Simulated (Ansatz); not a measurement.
An input for Ansatz 0.2.0 (Sc on the Ga site in GaP (32-atom cell)):

```yaml
crystal:
  lattice:
    - [-5.4505, 5.4505, -5.4505]
    - [5.4505, 5.4505, 5.4505]
    - [5.4505, -5.4505, -5.4505]
  atoms:
    - { symbol: Sc, position: [0.0, 0.0, 0.0] }
    - { symbol: Ga, position: [0.2522528154, 0.5048768302, 0.2522528154] }
    - { symbol: Ga, position: [0.5, 0.0, 0.5] }
    - { symbol: Ga, position: [0.7473759852, 0.4951231698, 0.7473759852] }
    - { symbol: Ga, position: [0.7477471846, 0.2526240148, 0.0] }
    - { symbol: Ga, position: [0.0, 0.7477471846, 0.2526240148] }
    - { symbol: Ga, position: [0.2522528154, 0.2522528154, 0.5048768302] }
    - { symbol: Ga, position: [0.4951231698, 0.7473759852, 0.7473759852] }
    - { symbol: Ga, position: [0.5, 0.5, 0.0] }
    - { symbol: Ga, position: [0.7477471846, 0.0, 0.2526240148] }
    - { symbol: Ga, position: [0.0, 0.5, 0.5] }
    - { symbol: Ga, position: [0.2526240148, 0.0, 0.7477471846] }
    - { symbol: Ga, position: [0.2526240148, 0.7477471846, 0.0] }
    - { symbol: Ga, position: [0.5048768302, 0.2522528154, 0.2522528154] }
    - { symbol: Ga, position: [0.7473759852, 0.7473759852, 0.4951231698] }
    - { symbol: Ga, position: [0.0, 0.2526240148, 0.7477471846] }
    - { symbol: P, position: [0.0, 0.2643720952, 0.0] }
    - { symbol: P, position: [0.250974473, 0.7523619397, 0.250974473] }
    - { symbol: P, position: [0.4986125332, 0.2476380603, 0.4986125332] }
    - { symbol: P, position: [0.7356279048, 0.7356279048, 0.7356279048] }
    - { symbol: P, position: [0.749025527, 0.5013874668, 0.0] }
    - { symbol: P, position: [0.0, 0.0, 0.2643720952] }
    - { symbol: P, position: [0.2476380603, 0.4986125332, 0.4986125332] }
    - { symbol: P, position: [0.5013874668, 0.0, 0.749025527] }
    - { symbol: P, position: [0.5013874668, 0.749025527, 0.0] }
    - { symbol: P, position: [0.7523619397, 0.250974473, 0.250974473] }
    - { symbol: P, position: [0.0, 0.749025527, 0.5013874668] }
    - { symbol: P, position: [0.250974473, 0.250974473, 0.7523619397] }
    - { symbol: P, position: [0.2643720952, 0.0, 0.0] }
    - { symbol: P, position: [0.4986125332, 0.4986125332, 0.2476380603] }
    - { symbol: P, position: [0.749025527, 0.0, 0.5013874668] }
    - { symbol: P, position: [0.0, 0.5013874668, 0.749025527] }
kpoints:
  mp_grid: { grid: [2, 2, 2] }
hamiltonian:
  xc: lda
scf:
  occupations: { method: fixed }
gw:
  n_empty_bands: 443
  ecut_chi: 65
  qp_bands: [v5, c5]
  qp_kpoints: band_edges
  screening: { model: contour_deformation }
```

```sh
ansatz run input.yaml --threads 3 --pin off --max-ram 64512MiB --backend cuda --events-out ev --progress --plain --runs-dir out --devices 1 --max-vram 24GiB  # rebuilt from the run's record
```

Question: How long will it take on 1 × NVIDIA H100 80GB HBM3 (shared by 3 runs) with 3 threads of AMD EPYC 7R13 (Zen 3), shared host, and how much memory?

It took 17 s; on shared hardware allow 8.3 s to 33 s. Peak host memory was 2.1 GiB. The sizes that set the cost: 12623 plane waves a state, 3 irreducible k points, 586 bands summed, 767 plane waves in the screening and 8 SCF cycles.

The screening grows as filled bands × empty bands × pairs of k points, times the square of the screening basis for the matrix.

[Paths, hosts, dates, memory and timing lines, banners, echoed tables and standing remarks are left out of the program output.]

[Logs are printed without paths, hosts, clocks, repeated set-up lines and the standing remarks that a program may print on its own settings, such as how far it seeks lower states.]

[Runs of the session that timed out or met a known fault of the program may be left out.]

[Cells called generated may have been cut or substituted from an entry of the Crystallography Open Database or the Materials Project.]

[Hosts, paths, dates, database ids (printed as entryN), source tags and the programs' standing remarks are cut or masked in the printed files.]
